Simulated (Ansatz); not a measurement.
# Germanium, hcp under r²SCAN: from relaxation to bulk modulus, part 2 of 2

What does r²SCAN give for germanium in the hcp structure? We relax it, solve it on a dense k-mesh, switch on spin-orbit coupling, then scale the cell to 7 volumes from 88 to 112 % of the relaxed one and try a fit of the equation of state. The k-meshes are 12×12×7 for the relaxation; 20×20×11 for the dense run; 12×12×7 for spin-orbit coupling; 13×13×8 for the volumes.

Ansatz 0.2.0; DFT, r2SCAN, plane waves (500 eV) with PAW, scalar-relativistic.

## (8) The cell scaled to 100 % of its volume

This is Ge in the hcp structure; at room conditions it is diamond.

input.yaml

```yaml
crystal:
  lattice:
    - [3.0351006347, 0.0, 0.0]
    - [-1.5175503173, 2.6284742527, 0.0]
    - [0.0, 0.0, 4.7007543954]
  atoms:
    - { symbol: Ge, position: [0.3333333333, 0.6666666667, 0.25] }
    - { symbol: Ge, position: [0.6666666667, 0.3333333333, 0.75] }
hamiltonian:
  xc: r2scan
  pseudopotentials:
    kind: paw
    azcp:
      Ge: "pseudopotentials/Ge.paw.azcp"
basis:
  ecutwfc: 500
  fft_grid_basis: typed
kpoints:
  mp_grid: { grid: [13, 13, 8], shift: [0, 0, 0] }
magnetization:
  spin_polarized: false
scf:
  occupations: { method: fermi_dirac, width: 0.1 }
  lower_state_search: "off"
output:
  stress: true
```

The run is started by

```sh
> ansatz run input.yaml --threads 1 --pin off --max-ram 3584MiB --backend cpu --events-out ev --progress --plain --runs-dir out
```

Log, shortened:

```text
[...]
Pseudopotentials: kind: paw
Pseudopotential: Ge, paw, valence charge 14, recommended cutoff 500 eV (meta_gga), <dir>
Functional definition: r2SCAN
[...]
Crystal: 2 atoms, lattice volume = 37.501 Å³
Basis set: ecut = 500 eV, 953 PW (Γ), exchange–correlation on 96×96×144 points (64 copies of the dense FFT grid, shifted against one another)
Bands: 18, of which v1, the nominal top of the filled ones, is band 14 counted from 1 (13 counted from 0)
Symmetry: 24 space group operations
Space group: P63/mmc (ITA 194), of the structure as read, at distance tolerance 3.3e-5 Å
k-points: 105 of 1352
[...]
SCF iter   1: F=-8604.622107 eV  HF=-8604.616851 eV  |F-HF|=5.26e-3  |Δ(HF+E_count)|=         —  Δρ=7.25e-3  dr2=5.90e-3  dr2_τ=6.07e-4  ethr=1.77e-3  ⟨swp⟩=4.9  Hψ=8105  notcnv=0
[...]
SCF iter   6: F=-8604.632167 eV  HF=-8604.632167 eV  |F-HF|=1.02e-9  |Δ(HF+E_count)|=   1.47e-7  Δρ=1.36e-6  dr2=4.33e-10  dr2_τ=4.62e-12  ethr=2.03e-10  ⟨swp⟩=2.0  Hψ=6105  notcnv=0
[...]
SCF converged after 6 iterations
Free energy (F): -8604.632167 eV
[...]
E sigma→0 (E₀):  -8604.610354 eV
Entropy (-TS):   -0.043625 eV (-21.812 meV/atom)
Fermi energy:    11.098151 eV
[...]
--- Stress (GPa, compression-positive) ---
       -0.216094      -0.000000       0.000000
        0.000000      -0.216094       0.000000
        0.000000       0.000000       0.475606
  P = ⅓ Tr σ = 0.0145 GPa (0.145 kbar)
```

Wall time 11 s (1 thread of Intel Xeon Platinum 8259CL at 2.50GHz (Skylake/Cascade Lake), shared host); peak memory 0.62 GiB.

## (9) The cell scaled to 104 % of its volume

input.yaml: that of step 8 with these lines changed.

```diff
@@ -2,5 +2,5 @@
   lattice:
-    - [3.0351006347, 0.0, 0.0]
-    - [-1.5175503173, 2.6284742527, 0.0]
-    - [0.0, 0.0, 4.7007543954]
+    - [3.0750407496, 0.0, 0.0]
+    - [-1.5375203748, 2.6630634068, 0.0]
+    - [0.0, 0.0, 4.7626135208]
   atoms:
```

The run is started by

```sh
> ansatz run input.yaml --threads 1 --pin off --max-ram 3584MiB --backend cpu --events-out ev --progress --plain --runs-dir out
```

Log, shortened:

```text
[...]
[... 3 set-up lines as earlier in the session ...]
[...]
Crystal: 2 atoms, lattice volume = 39.001 Å³
Basis set: ecut = 500 eV, 977 PW (Γ), exchange–correlation on 96×96×144 points (64 copies of the dense FFT grid, shifted against one another)
Bands: 18, of which v1, the nominal top of the filled ones, is band 14 counted from 1 (13 counted from 0)
[... 2 set-up lines as earlier in the session ...]
k-points: 105 of 1352
[...]
SCF iter   1: F=-8604.610611 eV  HF=-8604.608488 eV  |F-HF|=2.12e-3  |Δ(HF+E_count)|=         —  Δρ=7.09e-3  dr2=6.06e-3  dr2_τ=4.04e-4  ethr=1.77e-3  ⟨swp⟩=4.9  Hψ=8105  notcnv=0
[...]
SCF iter   6: F=-8604.620919 eV  HF=-8604.620919 eV  |F-HF|=7.88e-10  |Δ(HF+E_count)|=   1.11e-7  Δρ=9.48e-7  dr2=2.47e-10  dr2_τ=4.11e-12  ethr=1.35e-10  ⟨swp⟩=2.0  Hψ=6103  notcnv=0
[...]
SCF converged after 6 iterations
Free energy (F): -8604.620919 eV
[...]
E sigma→0 (E₀):  -8604.598085 eV
Entropy (-TS):   -0.045668 eV (-22.834 meV/atom)
Fermi energy:    10.507471 eV
[...]
--- Stress (GPa, compression-positive) ---
       -2.547230       0.000000       0.000000
        0.000000      -2.547230       0.000000
        0.000000       0.000000      -1.897494
  P = ⅓ Tr σ = -2.3307 GPa (-23.307 kbar)
```

Run time: 9.1 s. Hardware: 1 thread of Intel Xeon Platinum 8259CL at 2.50GHz (Skylake/Cascade Lake), shared host; peak memory 0.62 GiB.

## (10) The cell scaled to 108 % of its volume

input.yaml: that of step 9 with these lines changed.

```diff
@@ -2,5 +2,5 @@
   lattice:
-    - [3.0750407496, 0.0, 0.0]
-    - [-1.5375203748, 2.6630634068, 0.0]
-    - [0.0, 0.0, 4.7626135208]
+    - [3.1139694486, 0.0, 0.0]
+    - [-1.5569847243, 2.6967766491, 0.0]
+    - [0.0, 0.0, 4.8229061684]
   atoms:
```

The run is started by

```sh
> ansatz run input.yaml --threads 1 --pin off --max-ram 3584MiB --backend cpu --events-out ev --progress --plain --runs-dir out
```

Log, shortened:

```text
[...]
[... 3 set-up lines as earlier in the session ...]
[...]
Crystal: 2 atoms, lattice volume = 40.501 Å³
Basis set: ecut = 500 eV, 1049 PW (Γ), exchange–correlation on 96×96×144 points (64 copies of the dense FFT grid, shifted against one another)
Bands: 18, of which v1, the nominal top of the filled ones, is band 14 counted from 1 (13 counted from 0)
[... 2 set-up lines as earlier in the session ...]
k-points: 105 of 1352
[...]
SCF iter   1: F=-8604.579323 eV  HF=-8604.580200 eV  |F-HF|=8.77e-4  |Δ(HF+E_count)|=         —  Δρ=6.95e-3  dr2=6.22e-3  dr2_τ=2.77e-4  ethr=1.77e-3  ⟨swp⟩=4.9  Hψ=8105  notcnv=0
[...]
SCF iter   6: F=-8604.589943 eV  HF=-8604.589943 eV  |F-HF|=6.29e-10  |Δ(HF+E_count)|=   1.14e-7  Δρ=7.39e-7  dr2=1.84e-10  dr2_τ=4.75e-12  ethr=1.38e-10  ⟨swp⟩=1.7  Hψ=6105  notcnv=0
[...]
SCF converged after 6 iterations
Free energy (F): -8604.589943 eV
[...]
E sigma→0 (E₀):  -8604.566722 eV
Entropy (-TS):   -0.046442 eV (-23.221 meV/atom)
Fermi energy:    9.960598 eV
[...]
--- Stress (GPa, compression-positive) ---
       -4.446113      -0.000000       0.000000
       -0.000000      -4.446113      -0.000000
        0.000000      -0.000000      -3.767084
  P = ⅓ Tr σ = -4.2198 GPa (-42.198 kbar)
```

It took 13 s on 1 thread of Intel Xeon Platinum 8259CL at 2.50GHz (Skylake/Cascade Lake), shared host; peak memory 0.63 GiB.

## (11) The cell scaled to 112 % of its volume

input.yaml: that of step 10 with these lines changed.

```diff
@@ -2,5 +2,5 @@
   lattice:
-    - [3.1139694486, 0.0, 0.0]
-    - [-1.5569847243, 2.6967766491, 0.0]
-    - [0.0, 0.0, 4.8229061684]
+    - [3.1519484288, 0.0, 0.0]
+    - [-1.5759742144, 2.7296674108, 0.0]
+    - [0.0, 0.0, 4.8817278945]
   atoms:
@@ -26 +26,5 @@
   stress: true
+  write_density: true
+  write_potential: true
+  elf: true
+  volumetric_format: npy
```

The run is started by

```sh
> ansatz run input.yaml --threads 1 --pin off --max-ram 3584MiB --backend cpu --events-out ev --progress --plain --runs-dir out
```

Log, shortened:

```text
[...]
[... 3 set-up lines as earlier in the session ...]
[...]
Crystal: 2 atoms, lattice volume = 42.001 Å³
Basis set: ecut = 500 eV, 1085 PW (Γ), exchange–correlation on 96×96×144 points (64 copies of the dense FFT grid, shifted against one another)
Bands: 18, of which v1, the nominal top of the filled ones, is band 14 counted from 1 (13 counted from 0)
[... 1 set-up line as earlier in the session ...]
Space group: P63/mmc (ITA 194), of the structure as read, at distance tolerance 3.5e-5 Å
k-points: 105 of 1352
[...]
SCF iter   1: F=-8604.532451 eV  HF=-8604.535789 eV  |F-HF|=3.34e-3  |Δ(HF+E_count)|=         —  Δρ=6.77e-3  dr2=6.26e-3  dr2_τ=2.05e-4  ethr=1.77e-3  ⟨swp⟩=4.8  Hψ=8097  notcnv=0
[...]
SCF iter   6: F=-8604.543025 eV  HF=-8604.543025 eV  |F-HF|=7.06e-10  |Δ(HF+E_count)|=   1.06e-7  Δρ=7.49e-7  dr2=2.02e-10  dr2_τ=5.00e-12  ethr=1.26e-10  ⟨swp⟩=5.3  Hψ=10696  notcnv=0
the search or the solves at the SCF's close seem to have found levels that the self-consistency loop had missed (the run counts 1). By its estimate they hold under 1e-12 electrons; where the run keeps them, the occupations were computed again with them
[...]
SCF converged after 6 iterations
Free energy (F): -8604.543025 eV
[...]
E sigma→0 (E₀):  -8604.519927 eV
Entropy (-TS):   -0.046196 eV (-23.098 meV/atom)
Fermi energy:    9.452438 eV
[...]
--- Stress (GPa, compression-positive) ---
       -6.006381       0.000000       0.000000
        0.000000      -6.006381       0.000000
        0.000000       0.000000      -5.241026
  P = ⅓ Tr σ = -5.7513 GPa (-57.513 kbar)
--- Band table (eV; the first three rows and the last of 105) ---
  k-point 0: bands = ["-15.9396", "-15.9395", "-15.9395", "-15.9332", "-15.9332", "-15.9301", "-15.9259", "-15.9259", "-15.8675", "-15.8675", "-3.5187", "2.0426", "4.4305", "15.1730", "15.1730", "17.2109", "17.2109", "18.8138"]
[...]
```

Run time: 13 s. Hardware: 1 thread of Intel Xeon Platinum 8259CL at 2.50GHz (Skylake/Cascade Lake), shared host; peak memory 0.63 GiB.

## (12) The equation of state

All volumes keep the relaxed shape and fractional coordinates.

```tsv
V (Å³/atom)	E − E₀ (meV/atom)	P from the stress (GPa)	P from the fit (GPa)
16.500	67.9	11.43	11.15
17.251	27.0	6.68	6.45
18.001	5.9	2.96	2.77
18.751	0.1	0.01	-0.14
19.501	6.2	-2.33	-2.43
20.251	21.9	-4.22	-4.23
21.001	45.3	-5.75	-5.65
```

Fit (Birch-Murnaghan, third order): V₀ = 18.710 Å³/atom, B₀ = 65 GPa, B₀′ = 4.9, largest residual 0.09 meV/atom.

The fit is made to E(σ → 0), while the stress belongs to the free energy F; that is one source of the offset between the two pressures.

## (13) Outcome

What follows sums up all 2 parts.

| quantity | value |
| --- | --- |
| space group (spins left aside) | P6_3/mmc (No. 194) |
| conventional cell | a = 3.035 Å, c = 4.701 Å (c/a = 1.549) |
| volume | 18.751 Å³/atom |
| shortest distance | 2.932 Å |
| gap on the mesh | none (levels filled in part) |
| relative to diamond | +586 meV/atom |
| V₀, B₀, B₀′ | 18.710 Å³/atom, 65 GPa, 4.9 |

What this shows: From the guessed start the volume shrank by 2.5 % in 6 steps. It lies 586 meV/atom above the element's reference form at the same level (diamond, from a run of its own), so it is far from stable. Levels at the Fermi energy are filled in part, as in a metal. The total energy of the spin-orbit run lies +2.7 eV/atom from the scalar one, but the two kinds of run don't share a zero of energy: only differences within one kind count. B₀ comes out at 65 GPa; letting shape and positions relax at each volume could only lower it. The symmetry was held, so the structure may be unstable against distortions that break it.
